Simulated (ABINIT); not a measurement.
Here is an ABINIT 10.8.3 (patched build) calculation.

File run.abi:

```
ndtset 2

pp_dirpath "./"
pseudos "Ba.LDA_PW-JTH.xml, Ti.LDA_PW-JTH.xml, O.LDA_PW-JTH.xml"

acell 4.0042 4.0042 4.0042 Angstrom
rprim
     0.7061002468     0.4076671676     0.5789904333
    -0.7061002468     0.4076671676     0.5789904333
     0.0000000000    -0.8153343352     0.5789904333
ntypat 3
znucl 56 22 8
natom 5
typat 1 2 3 3 3
xred
     0.0000000000     0.0000000000     0.0000000000
     0.4845000000     0.4845000000     0.4845000000
     0.5086000000     0.0175000000     0.5086000000
     0.0175000000     0.5086000000     0.5086000000
     0.5086000000     0.5086000000     0.0175000000

ecut 28.0
pawecutdg 50.0

ixc -208012
usekden 1
pawxcdev 0

occopt 3
tsmear 0.00183747

nstep 100
diemix 0.3
optforces 0
optstress 0

iomode 3
prtwf 0
prteig 0
prtebands 0
enunit 1
prtden1 1
prtkden1 1
prtvha1 1
prtvclmb1 1
prtpot1 1

kptopt1 1
ngkpt1 4 4 4
nshiftk1 1
shiftk1 0.0 0.0 0.0
nband1 24
tolvrs1 1.0e-7

iscf2 -2
getden2 1
getkden2 1
nband2 30
nbdbuf2 4
tolwfr2 1.0e-11
kptopt2 -2
ndivsm2 5
prteig2 1
kptbounds2
     0.0000000000     0.0000000000     0.0000000000
     0.5000000000     0.0000000000     0.0000000000
     0.5000000000     0.4971712123    -0.4971712123
```

Potentials or basis: JTH PAW LDA v2.0.

Run with:

```console
$ abinit run.abi > log 2>&1
```

(1) What does it give for the band gap along the path?

(2) Predict the band gap on the k mesh.

Answers

(1) 3.07 eV, indirect (least direct gap 3.45 eV).

(2) 3.07 eV, indirect (least direct gap 3.48 eV).

Caveat: this set's barium file shifts pressures by 1.5 GPa and gaps by 0.1 eV against other sets; the constant c of TB-mBJ comes from the pseudo density here, which moves gaps by up to 0.3 eV between sets of potentials; spin-orbit coupling is left out, which moves the levels of the heavy elements; the atomic spheres overlap.
